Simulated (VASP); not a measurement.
# Cd (R-3m) in VASP: settings compared, part 2 of 2

VASP 6.6.1. The steps go on from the part before.

## (4) Single point, LDA, collinear spin, typed start (cell strained at random at fixed volume)

Input file INCAR:

```
SYSTEM = Cd
PREC = Accurate ; ENCUT = 520
EDIFF = 1E-6 ; ISMEAR = 0
SIGMA = 0.1 ; LREAL = .FALSE.
LASPH = .TRUE. ; NELM = 150
ALGO = Normal ; ISIF = 2
LWAVE = .FALSE. ; LCHARG = .FALSE.
ISPIN = 2 ; MAGMOM = 0.01
LORBIT = 11 ; GGA = CA
NBANDS = 16
```

Input file KPOINTS:

```
regular mesh
0
G
  10 10 10
  0 0 0
```

Input file POSCAR:

```
Cd
1.0
    1.5918850000      0.9328280000      2.4843810000
   -1.6405130000      0.9912850000      2.4941490000
    0.0263110000     -1.7857470000      2.4368180000
Cd
1
Direct
   -0.0081760000     -0.0044770000     -0.0026550000
```

Potentials or basis: VASP PAW LDA potentials, release 64 (Cd).

Launch:

```sh
cat potpaw_LDA.64/Cd/POTCAR > POTCAR
mpirun -np 1 vasp_std > vasp.out
```

OUTCAR:

```text
SYSTEM = Cd
   PREC = Accurate
   ENCUT = 520
   EDIFF = 1E-6
   ISMEAR = 0
   LREAL = .FALSE.
   LASPH = .TRUE.
   NELM = 150
   ISIF = 2
   ISPIN = 2
   LORBIT = 11
   GGA = CA

 ion  position               nearest neighbor table
   1  0.992  0.996  0.997-

  LATTYP: Found a triclinic cell.
 ALAT       =     3.0945783047
 B/A-ratio  =     1.0447114224
 C/A-ratio  =     0.9762890253
 COS(alpha) =     0.0169579092
 COS(beta)  =     0.4738376694
 COS(gamma) =     0.5064483525

  Lattice vectors:

 A1 = (  -1.5918850000,  -0.9328280000,  -2.4843810000)
 A2 = (  -3.2323980000,   0.0584570000,   0.0097680000)
 A3 = (  -0.0263110000,   1.7857470000,  -2.4368180000)

Analysis of symmetry for initial positions (statically):
=====================================================================
 Subroutine PRICEL returns:
 Original cell was already a primitive cell.

 Routine SETGRP: Setting up the symmetry group for a
 triclinic supercell.

 Subroutine GETGRP returns: Found  2 space group operations
 (whereof  1 operations were pure point group operations)
 out of a pool of  2 trial point group operations.

The static configuration has the point symmetry C_1 .
 The point group associated with its full space group is S_2 .

Analysis of symmetry for dynamics (positions and initial velocities):
=====================================================================
 Subroutine PRICEL returns:
 Original cell was already a primitive cell.

 Routine SETGRP: Setting up the symmetry group for a
 triclinic supercell.

 Subroutine GETGRP returns: Found  2 space group operations
 (whereof  1 operations were pure point group operations)
 out of a pool of  2 trial point group operations.

The dynamic configuration has the point symmetry C_1 .
 The point group associated with its full space group is S_2 .

Analysis of structural, dynamic, and magnetic symmetry:
=====================================================================
 Subroutine PRICEL returns:
 Original cell was already a primitive cell.

 Routine SETGRP: Setting up the symmetry group for a
 triclinic supercell.

 Subroutine GETGRP returns: Found  2 space group operations
 (whereof  1 operations were pure point group operations)
 out of a pool of  2 trial point group operations.

The overall configuration has the point symmetry C_1 .
 The point group associated with its full space group is S_2 .

 Subroutine INISYM returns: Found  2 space group operations
 (whereof  1 operations are pure point group operations),
 and found     1 'primitive' translations

----------------------------------------------------------------------------------------

                                     Primitive cell

  volume of cell :      21.9391

  direct lattice vectors                    reciprocal lattice vectors
     1.591885000  0.932828000  2.484381000     0.313117173  0.185206336  0.132341945
    -1.640513000  0.991285000  2.494149000    -0.305829160  0.173834493  0.130691375
     0.026311000 -1.785747000  2.436818000    -0.006204346 -0.366745580  0.141680020

[... 64 lines left out ...]
   number of dos      NEDOS =    301   number of ions     NIONS =      1
   total plane-waves  NPLWV =  13824
   dimension x,y,z NGX =    24 NGY =   24 NGZ =   24
   dimension x,y,z NGXF=    48 NGYF=   48 NGZF=   48
   ions per type =               1
   NGX,Y,Z   is equivalent  to a cutoff of  12.89, 12.68, 13.21 a.u.
   NGXF,Y,Z  is equivalent  to a cutoff of  25.79, 25.37, 26.41 a.u.
 SYSTEM =  Cd
   PREC   = accura    normal or accurate (medium, high low for compatibility)
   ISTART =      0    job   : 0-new  1-cont  2-samecut
   ICHARG =      2    charge: 1-file 2-atom 10-const
   ISPIN  =      2    spin polarized calculation?
   LNONCOLLINEAR =      F non collinear calculations
   LSORBIT =      F    spin-orbit coupling
   LASPH  =      T    aspherical Exc in radial PAW
   ENCUT  =  520.0 eV  38.22 Ry    6.18 a.u.   5.75  5.85  5.62*2*pi/ulx,y,z
   NELM   =    150;   NELMIN=  2; NELMDL= -5     # of ELM steps
   EDIFF  = 0.1E-05   stopping-criterion for ELM
   LREAL  =      F    real-space projection
   EDIFFG = 0.1E-04   stopping-criterion for IOM
   NSW    =      0    number of steps for IOM
   IBRION =     -1    ionic relax: 0-MD 1-quasi-New 2-CG
   NFREE  =      0    steps in history (QN), initial steepest desc. (CG)
   ISIF   =      2    stress and relaxation
   ISYM   =      2    0-nonsym 1-usesym 2-fastsym
   POTIM  = 0.5000    time-step for ionic-motion
   TEBEG  =    0.0;   TEEND  =   0.0 temperature during run
   PSTRESS=    0.0 pullay stress
   NELECT =      12.0000    total number of electrons
   NUPDOWN=      -1.0000    fix difference up-down
   EMIN   =  10.00;   EMAX   =-10.00  energy-range for DOS
   EFERMI =   0.00;   METHOD = LEGACY
   ISMEAR =     0;   SIGMA  =   0.10  broadening in eV -4-tet -1-fermi 0-gaus
   EFERMI_NEDOS =   21; number of points for ismear=-14 and -15
   IALGO  =     38    algorithm
   IMIX   =      4    mixing-type and parameters
     AMIX     =   0.40;   BMIX     =  1.00
     AMIX_MAG =   1.60;   BMIX_MAG =  1.00
  volume/ion in A,a.u.               =      21.94       148.05
  Fermi-wavevector in a.u.,A,eV,Ry     =   1.338841  2.530044 24.388396  1.792497
  Thomas-Fermi vector in A             =   2.467280
   LORBIT       =     11    0 simple, 1 ext, 2 COOP (PROOUT), +10 PAW based schemes
   GGA     = CA    functional components
   LHFCALC =     F    Hartree Fock is set to
   AEXX    =    0.0000 exact exchange contribution
   IVDW    =     0    specifies the selected vdW correction
   LEPSILON=     F    determine dielectric tensor
   LRPA    =     F    only Hartree local field effects (RPA)
 spin polarized calculation
 Gauss-broadening in eV      SIGMA  =   0.10
  energy-cutoff  :      520.00
  volume of cell :       21.94
 maximum number of plane-waves:       604
   NGX = 11   NGY = 11   NGZ = 11

 number of electron      12.0000002 magnetization       0.0005531

 number of electron      12.0000002 magnetization      -0.0001261

 Free energy of the ion-electron system (eV)
  ---------------------------------------------------
  ext. energy  EPLUGINS =         0.00000000
  ---------------------------------------------------
  free energy    TOTEN  =        -1.48010143 eV

  energy without entropy =       -1.47837498  energy(sigma->0) =       -1.47923820

 E-fermi :   2.5478     XC(G=0): -11.2944

 val. band max:        2.5407834678   @ k =  -0.4000   0.4000   0.0000
 cond. band min:       2.5535310713   @ k =   0.4000   0.5000   0.5000
 fundamental gap:      0.0127476035
 Fermi energy:         2.5477704447

 spin component 1

 k-point     1 :       0.0000    0.0000    0.0000
  band No.  band energies     occupation
      1      -6.6700      1.00000
      2      -6.5724      1.00000
      3      -6.4018      1.00000
      4      -6.2107      1.00000
      5      -6.0762      1.00000
      6      -6.0125      1.00000
[... 435 lines left out ...]
      5      -5.9029      1.00000
      6      -1.6591      1.00000
[... 8 lines left out ...]
     15      27.0744      0.00000
     16      28.2890      0.00000

 [... further k-points ...]

 spin component 2

 k-point     1 :       0.0000    0.0000    0.0000
  band No.  band energies     occupation
      1      -6.6702      1.00000
      2      -6.5726      1.00000
      3      -6.4020      1.00000
      4      -6.2108      1.00000
      5      -6.0764      1.00000
      6      -6.0127      1.00000
[... 435 lines left out ...]
      5      -5.9031      1.00000
      6      -1.6592      1.00000
[... 8 lines left out ...]
     15      27.0743      0.00000
     16      28.2890      0.00000

 [... further k-points ...]

------------------------ aborting loop because EDIFF is reached ----------------------------------------

  FORCE on cell =-STRESS in cart. coord.  units (eV):
  Direction    XX          YY          ZZ          XY          YZ          ZX
  --------------------------------------------------------------------------------------
  -------------------------------------------------------------------------------------
  Total       -0.5663598     -0.6815551     -0.5912194     -0.0322440     -0.1285028     -0.0604658
  in kB      -41.3604048    -49.7729399    -43.1758600     -2.3547325     -9.3843628     -4.4157263
  external PRESSURE =     -44.7697349 kB  Pullay stress =       0.0000000 kB

 VOLUME and BASIS-vectors are now :
 -----------------------------------------------------------------------------
  energy-cutoff  :      520.00
  volume of cell :       21.94
      direct lattice vectors                 reciprocal lattice vectors
     1.591885000  0.932828000  2.484381000     0.313117173  0.185206336  0.132341945
    -1.640513000  0.991285000  2.494149000    -0.305829160  0.173834493  0.130691375
     0.026311000 -1.785747000  2.436818000    -0.006204346 -0.366745580  0.141680020

 POSITION                                       TOTAL-FORCE (eV/Angst)
 -----------------------------------------------------------------------------------
     -0.02806      0.13104      7.37740        -0.000000      0.000000      0.000000
 -----------------------------------------------------------------------------------
    total drift:                               -0.000007     -0.000001      0.000007

  FREE ENERGIE OF THE ION-ELECTRON SYSTEM (eV)
  ---------------------------------------------------
  free  energy   TOTEN  =        -1.4801014332 eV

  energy  without entropy=       -1.4783749756  energy(sigma->0) =       -1.47923820

 total charge

# of ion       s       p       d       tot
------------------------------------------
    1        0.549   0.280   9.479  10.308

 magnetization (x)

# of ion       s       p       d       tot
------------------------------------------
    1       -0.000  -0.000  -0.000  -0.000
```

Wall time 68 s (1 thread of Intel Xeon 6975P-C (Granite Rapids), shared host); peak memory 0.33 GiB.

Results:

- Free energy: -1.4801 eV
- Pressure: -4.5 GPa
- Band gap on the k mesh: none (metal or under the smearing width)
- Net moment: 0.00 μB per cell
- Valence electrons inside the program's atomic spheres: Cd 10.31

Levels at points of the mesh, in eV from the Fermi level:
Spin up:
| k point | band 2 | band 3 | band 4 | band 5 | band 6 | band 7 | band 8 | band 9 | band 10 | band 11 |
| --- | --- | --- | --- | --- | --- | --- | --- | --- | --- | --- |
| (0.00, 0.00, 0.00) | -9.12 | -8.95 | -8.76 | -8.62 | -8.56 | 12.84 | 14.17 | 15.04 | 16.51 | 16.96 |
| (0.50, 0.00, 0.00) | -9.22 | -8.89 | -8.31 | -8.18 | -2.35 | -1.50 | 11.47 | 12.82 | 14.13 | 15.69 |
| (0.00, 0.50, 0.00) | -9.16 | -8.96 | -8.31 | -8.23 | -2.57 | -2.05 | 12.52 | 13.65 | 13.99 | 16.61 |
| (0.50, 0.50, 0.00) | -9.61 | -8.27 | -8.14 | -8.13 | -0.95 | 1.07 | 5.84 | 8.03 | 10.26 | 12.44 |
| (0.00, 0.00, 0.50) | -9.17 | -8.95 | -8.33 | -8.15 | -2.23 | -1.21 | 12.03 | 12.22 | 13.28 | 16.07 |
| (0.50, 0.00, 0.50) | -9.64 | -8.31 | -8.17 | -8.08 | -0.83 | 1.31 | 6.72 | 6.82 | 11.18 | 11.20 |
| (0.00, 0.50, 0.50) | -9.63 | -8.29 | -8.16 | -8.09 | -0.62 | 1.63 | 5.80 | 7.23 | 10.21 | 11.65 |
| (0.50, 0.50, 0.50) | -9.16 | -9.00 | -8.25 | -8.14 | -1.99 | -0.67 | 11.12 | 11.81 | 12.81 | 15.38 |
Spin down:
```csv
k point,band 3,band 4,band 5,band 6,band 7,band 8,band 9,band 10
"(0.00, 0.00, 0.00)",-8.95,-8.76,-8.62,-8.56,12.84,14.17,15.04,16.51
"(0.50, 0.00, 0.00)",-8.89,-8.31,-8.18,-2.35,-1.50,11.47,12.82,14.13
"(0.00, 0.50, 0.00)",-8.96,-8.31,-8.23,-2.57,-2.05,12.52,13.65,13.99
"(0.50, 0.50, 0.00)",-8.27,-8.14,-8.13,-0.95,1.07,5.84,8.02,10.26
"(0.00, 0.00, 0.50)",-8.95,-8.33,-8.15,-2.23,-1.21,12.03,12.22,13.28
"(0.50, 0.00, 0.50)",-8.31,-8.17,-8.08,-0.83,1.31,6.72,6.82,11.18
"(0.00, 0.50, 0.50)",-8.29,-8.16,-8.09,-0.62,1.63,5.80,7.23,10.21
"(0.50, 0.50, 0.50)",-9.00,-8.25,-8.14,-1.99,-0.67,11.12,11.81,12.81
```

## (5) Summary

```csv
level,potentials or basis,spin,cell,k mesh,smearing,mesh quality,gap on the mesh (eV),pressure (GPa),moment (μB)
r2SCAN+D4,"VASP PAW PBE potentials, release 64 (Cd)","collinear, typed start","R-3m, 21.44 Å³/atom",10 × 10 × 10,methfessel-paxton 0.001 eV,not flagged,none,0.3,0.00
PBE,"VASP PAW PBE potentials, release 64 (Cd)",off,"R-3m, 21.94 Å³/atom",4 × 4 × 4,fermi-dirac 0.02 eV,coarse,none,1.9,-
LDA,"VASP PAW LDA potentials, release 64 (Cd)","collinear, typed start",cell strained at random at fixed volume,10 × 10 × 10,gaussian 0.1 eV,not flagged,none,-4.5,0.00
```

Alike in all rows: task single point; cutoff (eV) 520.

Caveats: some runs use coarse meshes; the PAW data sets were made with another functional, which shifts forces and pressure a little (some runs); pairwise dispersion overbinds metals, which lowers pressure and volume (some runs).

Absolute energies hang on the potentials; compare differences alone.
